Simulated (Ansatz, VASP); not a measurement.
This is a calculation of TlBr for VASP 6.6.1.

Contents of INCAR:

```
SYSTEM = TlBr
PREC = Accurate
ENCUT = 520
EDIFF = 1E-7
ISMEAR = -1
SIGMA = 0.05
LREAL = .False.
LASPH = .True.
NELM = 60
ALGO = Normal
ISIF = 2
LWAVE = .False.
LCHARG = .False.
GGA = PE
NBANDS = 17
```

KPOINTS

```
regular mesh
0
Gamma
  7 7 7
  0 0 0
```

The input POSCAR:

```
TlBr
1.0
    4.0063583840      0.0000000000      0.0000000000
    0.0000000000      4.0063583840      0.0000000000
    0.0000000000      0.0000000000      4.0063583840
Tl Br
1 1
Direct
    0.0000000000      0.0000000000      0.0000000000
    0.5000000000      0.5000000000      0.5000000000
```

Potentials or basis: VASP PAW PBE potentials, release 64 (Tl_d, Br).

Run with:

```bash
$ cat potpaw_PBE.64/Tl_d/POTCAR potpaw_PBE.64/Br/POTCAR > POTCAR
$ mpirun -np 1 vasp_std > vasp.out
```

Translate it to Ansatz 0.2.0. Potentials there: Ansatz PAW.

As run (the cutoff follows the program's own potentials):

Contents of input.yaml:

```yaml
crystal:
  lattice:
    - [4.006358384, 0.0, 0.0]
    - [0.0, 4.006358384, 0.0]
    - [0.0, 0.0, 4.006358384]
  atoms:
    - { symbol: Tl, position: [0.0, 0.0, 0.0] }
    - { symbol: Br, position: [0.5, 0.5, 0.5] }
hamiltonian:
  xc: pbe
  pseudopotentials: { kind: paw }
kpoints:
  mp_grid: { grid: [7, 7, 7] }
scf:
  occupations: { method: fermi_dirac, width: 0.05 }
output:
  forces: true
  stress: true
  eigenvalues: true
```

Potentials or basis: Ansatz PAW.

Launch:

```console
$ ansatz run input.yaml --threads 1 --pin off --max-ram 3584MiB --backend cpu --events-out ev --progress --plain --runs-dir out
```

Both were run:

|  | VASP | Ansatz | Ansatz less VASP |
| --- | --- | --- | --- |
| gap on the k mesh at the Fermi level (eV) | 2.33 | 2.32 | -0.005 |
| least direct gap on the mesh (eV) | 2.33 | 2.32 | -0.005 |
| pressure (GPa) | 0.7 | 0.7 | +0.03 |

Caveats: spin-orbit coupling is left out, which as a rule narrows the gap of such compounds by several tenths of an eV; an odd mesh through Γ misses points on the zone boundary, where band edges often lie (VASP); odd divisions of the mesh miss points on the zone boundary, where band edges often lie, so the gap on the mesh can be too wide (Ansatz).
